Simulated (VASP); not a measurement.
# TiB2 (P6/mmm) in VASP: a series of runs, part 2 of 2

VASP 6.6.1.

## (3) Single point, PBE (species swapped into the Bi2Pt type (C2/m, No. 12))

File INCAR:

```
PREC     = Accurate       # precision mode
ENCUT    = 520            # plane-wave cutoff, eV
EDIFF    = 1E-7           # SCF threshold, eV
ISMEAR   = 0              # smearing method
SIGMA    = 0.2            # smearing width, eV
LREAL    = False          # projectors in reciprocal space
LASPH    = True           # aspherical terms in the spheres
NELM     = 100            # most SCF steps
ALGO     = Fast           # electronic algorithm
ISIF     = 2              # what is computed and relaxed
LWAVE    = False          # write WAVECAR
LCHARG   = True           # write CHGCAR
GGA      = PE             # functional
LELF     = True           # ELF
LVHAR    = True         
NBANDS   = 16             # bands
```

File KPOINTS:

```
regular mesh
0
Gamma
  7 7 5
```

File POSCAR:

```
TiB2
1.0
    2.6269564442     -1.5178687589      0.0497676512
    2.6269564442      1.5178687589      0.0497676512
   -0.0613847285      0.0000000000      3.2173492544
Ti B
1 2
Direct
    0.0000000000      0.0000000000      0.0000000000
    0.3333160343      0.3333160343      0.4999925604
    0.6666839657      0.6666839657      0.5000074396
```

Potentials or basis: VASP PAW PBE potentials, release 64 (Ti_sv, B).

Launch:

```sh
cat potpaw_PBE.64/Ti_sv/POTCAR potpaw_PBE.64/B/POTCAR > POTCAR
mpirun -np 1 vasp_std > vasp.out
```

OUTCAR:

```text
PREC = Accurate
   ENCUT = 520
   EDIFF = 1E-7
   ISMEAR = 0
   LREAL = False
   LASPH = True
   NELM = 100
   ISIF = 2
   GGA = PE

 ion  position               nearest neighbor table
   1  0.000  0.000  0.000-   2 2.38   3 2.38   3 2.38   2 2.38   3 2.38   3 2.38   2 2.38   2 2.38
                             2 2.38   3 2.38   2 2.38   3 2.38
   2  0.333  0.333  0.500-   3 1.75   3 1.75   3 1.75   1 2.38   1 2.38   1 2.38   1 2.38   1 2.38
                             1 2.38
   3  0.667  0.667  0.500-   2 1.75   2 1.75   2 1.75   1 2.38   1 2.38   1 2.38   1 2.38   1 2.38
                             1 2.38

  LATTYP: Found a base centered monoclinic cell.
 ALAT       =     5.2548556512
 B/A-ratio  =     0.5777014098
 C/A-ratio  =     0.6123735842
 COS(beta)  =    -0.0001342528

  Lattice vectors:

 A1 = (   2.6269564442,  -1.5178687589,   0.0497676512)
 A2 = (   2.6269564442,   1.5178687589,   0.0497676512)
 A3 = (  -0.0613847285,   0.0000000000,   3.2173492544)

Analysis of symmetry for initial positions (statically):
=====================================================================
 Subroutine PRICEL returns:
 Original cell was already a primitive cell.

 Routine SETGRP: Setting up the symmetry group for a
 base centered monoclinic supercell.

 Subroutine GETGRP returns: Found  4 space group operations
 (whereof  4 operations were pure point group operations)
 out of a pool of  4 trial point group operations.

The static configuration has the point symmetry C_2h.

Analysis of symmetry for dynamics (positions and initial velocities):
=====================================================================
 Subroutine PRICEL returns:
 Original cell was already a primitive cell.

 Routine SETGRP: Setting up the symmetry group for a
 base centered monoclinic supercell.

 Subroutine GETGRP returns: Found  4 space group operations
 (whereof  4 operations were pure point group operations)
 out of a pool of  4 trial point group operations.

The dynamic configuration has the point symmetry C_2h.

[... 117 lines left out ...]
   IALGO  =     68    algorithm
   IMIX   =      4    mixing-type and parameters
     AMIX     =   0.40;   BMIX     =  1.00
     AMIX_MAG =   1.60;   BMIX_MAG =  1.00
  volume/ion in A,a.u.               =       8.56        57.74
  Fermi-wavevector in a.u.,A,eV,Ry     =   1.454482  2.748572 28.783355  2.115517
  Thomas-Fermi vector in A             =   2.571627
   LORBIT       =      0    0 simple, 1 ext, 2 COOP (PROOUT), +10 PAW based schemes
   GGA     = PE    functional components
   LHFCALC =     F    Hartree Fock is set to
   AEXX    =    0.0000 exact exchange contribution
   IVDW    =     0    specifies the selected vdW correction
   LEPSILON=     F    determine dielectric tensor
   LRPA    =     F    only Hartree local field effects (RPA)
 non-spin polarized calculation
 RMM-DIIS sequential band-by-band and
 Gauss-broadening in eV      SIGMA  =   0.20
  energy-cutoff  :      520.00
  volume of cell :       25.67
 maximum number of plane-waves:       719
   NGX = 11   NGY = 11   NGZ = 11

 number of electron      18.0000000 magnetization

 Free energy of the ion-electron system (eV)
  ---------------------------------------------------
  ext. energy  EPLUGINS =         0.00000000
  ---------------------------------------------------
  free energy    TOTEN  =       -24.41570667 eV

  energy without entropy =      -24.40037385  energy(sigma->0) =      -24.40804026

 E-fermi :   9.8323     XC(G=0): -12.7676

 val. band max:        9.8074203563   @ k =  -0.1429   0.1429   0.2000
 cond. band min:       9.9184834305   @ k =   0.0000   0.0000   0.4000
 fundamental gap:      0.1110630742
 Fermi energy:         9.8322543578

 k-point     1 :       0.0000    0.0000    0.0000
  band No.  band energies     occupation
      1     -46.9524      2.00000
      2     -23.3084      2.00000
      3     -22.9907      2.00000
      4     -22.9899      2.00000
      5      -3.5039      2.00000
      6       7.3597      2.00000
[... 433 lines left out ...]
      3     -23.0599      2.00000
      4     -23.0020      2.00000
      5      -2.6391      2.00000
      6       5.3689      2.00000
[... 8 lines left out ...]
     15      17.4442      0.00000
     16      18.3544      0.00000

 [... further k-points ...]
[... 5 lines left out ...]
  --------------------------------------------------------------------------------------
  -------------------------------------------------------------------------------------
  Total        0.0854348      0.0299955      0.0087646      0.0000000      0.0000000      0.0069795
  in kB        5.3330166      1.8723811      0.5471023      0.0000000      0.0000000      0.4356766
  external PRESSURE =       2.5841667 kB  Pullay stress =       0.0000000 kB

 VOLUME and BASIS-vectors are now :
 -----------------------------------------------------------------------------
  energy-cutoff  :      520.00
  volume of cell :       25.67
      direct lattice vectors                 reciprocal lattice vectors
     2.626956444 -1.517868759  0.049767651     0.190265559 -0.329409244  0.003630131
     2.626956444  1.517868759  0.049767651     0.190265559  0.329409244  0.003630131
    -0.061384728  0.000000000  3.217349254    -0.005886256  0.000000000  0.310702567

 POSITION                                       TOTAL-FORCE (eV/Angst)
 -----------------------------------------------------------------------------------
      0.00000      0.00000      0.00000        -0.000000      0.000000      0.000000
      1.72052      0.00000      1.64183         0.000910      0.000000      0.000285
      3.47201      0.00000      1.67506        -0.000910      0.000000     -0.000285
 -----------------------------------------------------------------------------------
    total drift:                               -0.000000      0.000000      0.000000

  FREE ENERGIE OF THE ION-ELECTRON SYSTEM (eV)
  ---------------------------------------------------
  free  energy   TOTEN  =       -24.4157066695 eV

  energy  without entropy=      -24.4003738486  energy(sigma->0) =      -24.40804026
```

OSZICAR:

```text
N       E                     dE             d eps       ncg     rms          rms(c)
DAV:   1     0.122026737534E+03    0.12203E+03   -0.90712E+03  2304   0.129E+03
DAV:   2    -0.224413235495E+02   -0.14447E+03   -0.13911E+03  2464   0.343E+02
DAV:   3    -0.293939449269E+02   -0.69526E+01   -0.68911E+01  3392   0.730E+01
[... 37 lines left out ...]
RMM:  41    -0.244157060530E+02   -0.80985E-07   -0.11020E-06  1850   0.191E-03    0.210E-03
RMM:  42    -0.244157062250E+02   -0.17202E-06   -0.17824E-06  1823   0.178E-03    0.196E-03
RMM:  43    -0.244157063352E+02   -0.11026E-06   -0.97053E-07  1832   0.172E-03    0.235E-03
RMM:  44    -0.244157065765E+02   -0.24124E-06   -0.25003E-06  1620   0.153E-03    0.240E-03
RMM:  45    -0.244157066695E+02   -0.93037E-07   -0.84290E-07  1893   0.170E-03
   1 F= -.24415707E+02 E0= -.24408040E+02  d E =-.153328E-01
```

stdout:

```text
POSCAR found type information on POSCAR TiB
 POSCAR found :  2 types and       3 ions
 scaLAPACK will be used
 LDA part: xc-table for (Slater+PW92), standard interpolation
[... 24 lines left out ...]
 num prob RMM:  36    -0.244157058594E+02   -0.97275E-07   -0.91553E-06  3398   0.912E-03    0.107E-02
WARNING in EDDRMM: call to ZHEGV failed, returncode =   6  3     10
 num prob  num prob  num prob  num prob  num prob  num prob  num prob  num prob  num prob RMM:  38    -0.244157057906E+02   -0.12152E-06   -0.25882E-06  2226   0.385E-03    0.337E-03
 num prob  num prob  num prob  num prob RMM:  39    -0.244157058599E+02   -0.69282E-07   -0.15147E-06  2283   0.302E-03    0.262E-03
 num prob  num prob  num prob RMM:  42    -0.244157062250E+02   -0.17202E-06   -0.17824E-06  1823   0.178E-03    0.196E-03
WARNING in EDDRMM: call to ZHEGV failed, returncode =   6  3     11
```

It took 43 s on 1 thread of Intel Xeon Platinum 8488C (Sapphire Rapids), shared host; peak memory 0.15 GiB.

What came out:

* Free energy: -24.4157 eV
* Pressure: 0.3 GPa
* Band gap on the k mesh: none (metal or under the smearing width)

Levels at points of the mesh, in eV from the Fermi level:
```
           k point  band 7  band 8  band 9  band 10  band 11  band 12
(0.00, 0.00, 0.00)   -2.47   -2.11   -1.94     2.05     2.06     3.85
```

Caveat: the k mesh is coarse (spacing up to 0.39 Å⁻¹), so the values aren't converged.

## (4) Relaxation of cell and atoms, PBE (species swapped into the Bi2Pt type (C2/m, No. 12))

File INCAR:

```
SYSTEM = TiB2
ALGO = Fast
EDIFF = 1E-7
EDIFFG = -0.08
ENCUT = 600
GGA = PE
IBRION = 2
ISIF = 3
ISMEAR = 0
LASPH = .TRUE.
LCHARG = .FALSE.
LREAL = .FALSE.
LWAVE = .FALSE.
NELM = 100
NSW = 36
PREC = Accurate
SIGMA = 0.2
```

File KPOINTS:

```
k-points
0
G
  7 7 5
  0 0 0
```

File POSCAR:

```
TiB2
1.0
    2.4297036100     -1.5196198700      0.0000000000
    2.4297036100      1.5196198700      0.0000000000
   -0.1380504900      0.0000000000      4.2900543400
Ti B
1 2
Direct
    0.0000000000      0.0000000000      0.0000000000
    0.3394990000      0.3394990000      0.7375149700
    0.6605010000      0.6605010000      0.2624850300
```

Launch:

```sh
cat potpaw_PBE.64/Ti_sv/POTCAR potpaw_PBE.64/B/POTCAR > POTCAR
mpirun -np 1 vasp_std > vasp.out
```

Wall time 15 min (1 thread of Intel Xeon Platinum 8488C (Sapphire Rapids), shared host); peak memory 0.21 GiB.

Results (log left out):

| Property | Result |
| --- | --- |
| Free energy | -24.4185 eV |
| Relaxed volume | 8.59 Å³/atom |
| Relaxed cell | a = 3.038 Å, b = 3.038 Å, c = 3.227 Å, α = 89.98°, β = 89.98°, γ = 59.96° |
| Space group after relaxing (to 0.05 Å) | P6/mmm (No. 191) |
| Energy gained by relaxing | 2756.7 meV/atom |
| Ionic steps | 16 |
| Pressure after relaxing | -0.7 GPa |
| Largest force after relaxing | 0.034 eV/Å |
| Band gap on the k mesh | none (metal or under the smearing width) |

Forces on the atoms (eV/Å):
```
Ti   0.000  0.000  0.000
B    0.006  0.000  0.034
B   -0.006  0.000 -0.034
```

Stress tensor (GPa, compression positive):
```
-0.78  0.00 -0.09
 0.00 -0.26  0.00
-0.09  0.00 -1.17
```

Step by step:
```tsv
step	energy change (eV)	largest force (eV/Å)	pressure (GPa)	volume (Å³)
1	0.0000	4.1126	34.36	31.68
2	-1.6323	1.9990	-24.16	43.01
3	-1.6821	2.2472	-18.46	40.67
4	-3.9576	3.3218	-29.16	37.31
5	-5.5983	2.4889	-33.15	33.09
6	-7.0534	1.9756	-12.73	27.26
7	-7.2282	1.3839	10.04	24.66
8	-7.9065	0.5810	15.62	24.11
9	-8.0490	0.5731	21.69	23.72
10	-8.0505	0.6816	23.77	23.61
11	-8.2464	0.4303	-2.81	25.94
12	-8.2466	0.4345	-2.14	25.86
13	-8.2624	0.2891	-0.53	25.73
14	-8.2669	0.1704	0.90	25.62
15	-8.2695	0.0858	-0.17	25.72
16	-8.2700	0.0342	-0.74	25.78
```

Final structure:
```
CELL_PARAMETERS angstrom
2.63080 -1.51810 0.06859
2.63080 1.51810 0.06859
-0.08298 0.00000 3.22576
ATOMIC_POSITIONS crystal
Ti 0.00000 0.00000 0.00000
B 0.33331 0.33331 0.49906
B 0.66669 0.66669 0.50094
```

Levels at points of the mesh, in eV from the Fermi level:
| k point | band 5 | band 6 | band 7 | band 8 | band 9 | band 10 | band 11 | band 12 | band 13 |
| --- | --- | --- | --- | --- | --- | --- | --- | --- | --- |
| (0.00, 0.00, 0.00) | -13.31 | -2.45 | -2.45 | -2.13 | -1.93 | 2.04 | 2.04 | 3.81 | 3.81 |

Caveat: the volume moved by over 15 % at a fixed basis, so the end points are rough; the relaxation stopped at a loose force limit of 0.08 eV/Å, so its end isn't a converged minimum.

## (5) Overview

```tsv
task	cell	k mesh	cutoff (eV)	smearing	mesh quality	gap on the mesh (eV)	pressure (GPa)
single point	as given	12 × 12 × 12	520	gaussian 0.1 eV	not flagged	none	0.2
single point	species swapped into the Bi2Pt type (C2/m, No. 12)	7 × 7 × 5	520	gaussian 0.2 eV	coarse	none	0.3
relaxation of cell and atoms	relaxed from: species swapped into the Bi2Pt type (C2/m, No. 12)	7 × 7 × 5	600	gaussian 0.2 eV	not flagged	none	-0.7
```

Alike in all rows: level PBE; potentials or basis VASP PAW PBE potentials, release 64 (Ti_sv, B); no spin polarisation.

Caveats: some runs use coarse meshes; the volume moved by over 15 % at a fixed basis, so the end points are rough (some runs); the relaxation stopped at a loose force limit of 0.08 eV/Å, so its end isn't a converged minimum (some runs).

Total energies depend on the potentials used, so only differences within one code and one set of settings carry meaning.
